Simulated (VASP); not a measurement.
Set up this calculation in VASP 6.6.1, as the native input.

| Quantity | Value |
| --- | --- |
| Task | single point |
| Functional | PBE |
| Potentials or basis | VASP PAW PBE potentials, release 64 (Ca_sv) |
| Cutoff | 520 eV |
| k mesh | 8 × 8 × 8 |
| Occupations | fermi-dirac, width 0.05 eV |
| Spin | no spin polarisation |
| Further INCAR settings | ALGO = Normal; EDIFF = 1e-07; NBANDS = 11 |

The structure of Ca lies in POSCAR:

```
Ca
1.0
   -2.2400000000      2.2400000000      2.2400000000
    2.2400000000     -2.2400000000      2.2400000000
    2.2400000000      2.2400000000     -2.2400000000
Ca
1
Direct
    0.0000000000      0.0000000000      0.0000000000
```

This isn't the form of Ca at room conditions, which is fcc.

The input as run:

INCAR

```
SYSTEM = Ca
PREC = Accurate ; ENCUT = 520
EDIFF = 1E-7 ; ISMEAR = -1
SIGMA = 0.05 ; LREAL = .FALSE.
LASPH = .TRUE. ; NELM = 60
ALGO = Normal ; ISIF = 2
LWAVE = .FALSE. ; LCHARG = .TRUE.
GGA = PE ; LELF = .TRUE.
LVHAR = .TRUE. ; NBANDS = 11
```

KPOINTS

```
Automatic mesh
0
G
  8 8 8
  0 0 0
```

Potentials or basis: VASP PAW PBE potentials, release 64 (Ca_sv).

Launch:

```bash
$ cat potpaw_PBE.64/Ca_sv/POTCAR > POTCAR
$ mpirun -np 1 vasp_std > vasp.out
```

It gave:

| Property | Result |
| --- | --- |
| Pressure | -1.0 GPa |
| Band gap on the k mesh | none (metal or under the smearing width) |

Run time: 16 s on 1 thread of Intel(R) Xeon(R) Platinum 8488C (Sapphire Rapids), with other jobs on the host, peak memory 0.16 GiB.
